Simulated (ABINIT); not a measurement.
The system is CsH.

```
Cs H
1.0
     0.00000    3.04627    3.04627
     3.04627    0.00000    3.04627
     3.04627    3.04627    0.00000
Cs H
1 1
Direct
  0.00000 0.00000 0.00000
  0.50000 0.50000 0.50000
```

The cell isn't the ideal one: cell relaxed at zero pressure by an earlier run.

| Property | Result |
| --- | --- |
| Program | ABINIT 10.8.3 (patched build) |
| Task | phonon dispersion |
| Functional | LDA |
| Potentials or basis | PseudoDojo NC SR LDA v0.4.1 standard |
| Cutoff | 1007 eV |
| k mesh | 4 × 4 × 4, with 4 shifts |
| Occupations | fixed |
| Spin | no spin polarisation |
| Cutoff smearing ecutsm (Ha) | 0.5 |
| Stop of the response cycle (tolvrs) | 1e-08 |
| q mesh | 2 × 2 × 2 |
| Acoustic sum rule (asr) | 1 |

Question: Is this structure dynamically stable at this level, and how far does the spectrum reach?

Answer: Yes, as far as this q mesh shows: no mode on the path is imaginary. The highest frequency is 740 cm⁻¹.

Phonon frequencies at the corners of the path (cm⁻¹, interpolated; i marks imaginary ones):
| point | frequencies |
| --- | --- |
| Γ | 0 0 0 455 455 455 |
| X | 28 28 58 474 474 521 |
| W | 46 46 48 534 536 536 |
| K | 37 49 51 502 546 560 |
| L | 42 42 64 568 568 740 |
| U | 37 49 51 502 546 560 |

Phonon states per cell in windows of 50 cm⁻¹ (negative: imaginary):
```csv
from (cm⁻¹),total
0,1.98
50,0.89
100,0.00
150,0.00
200,0.00
250,0.00
300,0.00
350,0.00
400,0.00
450,0.19
500,1.54
550,0.51
600,0.21
650,0.29
700,0.26
```

A q mesh this small can miss soft modes between its points.

Caveat: the q mesh is small, so phonon branches between its points and thermal values are rough.
